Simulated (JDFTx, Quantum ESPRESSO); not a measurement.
# PbSe: energy against volume and a worked fit

Symmetry: Fm-3m, No. 225, cubic system. The conventional cell has a = 6.121 Å, b = 6.121 Å, c = 6.121 Å, α = 90.00°, β = 90.00°, γ = 90.00°. Pb (site symmetry m-3m) is surrounded by 6 Se at 3.06 Å. Se (site symmetry m-3m) is surrounded by 6 Pb at 3.06 Å.

The cell was scaled at fixed shape and fractions and run with JDFTx, SG15-PBE-1.2 with smoothed tails, cutoff 1088 eV; r2SCAN, k mesh 6 × 6 × 6 on the cell of 2 atoms, fermi-dirac occupations of 0.05 eV, no spin polarisation, no spin-orbit coupling. The potentials were made for PBE. Energies are those that the program minimises, any entropy of the smearing included.

| V (Å³/atom) | energy over the lowest row (meV/atom) |
| --- | --- |
| 26.9506 | 26.25 |
| 27.5240 | 12.78 |
| 28.0975 | ? |
| 28.6709 | 0.14 |
| 29.2443 | 0.00 |
| 29.8177 | 3.43 |
| 30.3911 | 10.06 |

Task: Fit the third-order Birch-Murnaghan form, give V0, B0 and B′, and predict the energy left open.

Result: With y = (V0/V)^(2/3), E = E0 + (9 V0 B0/16) [(y - 1)³ B′ + (y - 1)² (6 - 4y)]. Least squares through the rows shown give V0 = 28.9759 Å³/atom, E0 = -0.40 meV, B0 = 52.89 GPa (1 eV/Å³ = 160.218 GPa) and B′ = 4.45, with a largest miss of 0.00 meV. At V = 28.0975 the form with these constants gives 4.25 meV; the run gave 4.25 meV an atom. Other set-ups at this level, from all their volumes (Å³/atom, GPa): Quantum ESPRESSO, SG15 PBE 1.2 (made for PBE): V0 28.956, B0 52.95. Measured volume: 28.67 Å³/atom at 298 K (COD entry, doi:10.1107/S0108270187091509), so the fit lies +1.1 % from it. The runs are for a static lattice.
